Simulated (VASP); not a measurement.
A run of VASP 6.6.1 is set up as follows.

Contents of INCAR:

```
PREC     = Accurate       # precision mode
ENCUT    = 520            # plane-wave cutoff, eV
EDIFF    = 1E-6           # SCF threshold, eV
ISMEAR   = 0              # smearing method
SIGMA    = 0.014          # smearing width, eV
LREAL    = False          # projectors in reciprocal space
LASPH    = True           # aspherical terms in the spheres
NELM     = 100            # most SCF steps
ALGO     = Fast           # electronic algorithm
ISIF     = 2              # what is computed and relaxed
LWAVE    = False          # write WAVECAR
LCHARG   = True           # write CHGCAR
GGA      = PE             # functional
LELF     = True           # ELF
LVHAR    = True
```

KPOINTS

```
Automatic mesh
0
Gamma
  8 8 8
```

POSCAR

```
InAs
1.0
    0.0000000000      3.0180000000      3.0180000000
    3.0180000000      0.0000000000      3.0180000000
    3.0180000000      3.0180000000      0.0000000000
In As
1 1
Direct
    0.0000000000      0.0000000000      0.0000000000
    0.7500000000      0.7500000000      0.7500000000
```

Potentials or basis: VASP PAW PBE potentials, release 64 (In_d, As).

Command:

```sh
$ cat potpaw_PBE.64/In_d/POTCAR potpaw_PBE.64/As/POTCAR > POTCAR
$ mpirun -np 1 vasp_std > vasp.out
```

Q: Estimate the band gap on the k mesh.

A: None (metal or under the smearing width).

Q: Predict the pressure.

A: 4.4 GPa.

Caveat: this crystal is a semiconductor, whose small gap the functional closes, so the metal is an error of the method.

**Experimental background.**

A printed reference work, data compilation reports, for a bulk crystal of InAs at 4.2 K: band gap 0.418 eV (direct).

Against the measured gap of InAs, 0.418 eV (direct; 4.2 K; a printed reference work, data compilation), the calculated 0.00 eV is off by -0.42 eV. Spin-orbit coupling on As, In is left out. The value is that of PBE on a finite k mesh, which can miss the band edges, without temperature or zero-point motion. Semilocal functionals fall short of measured gaps as a rule.
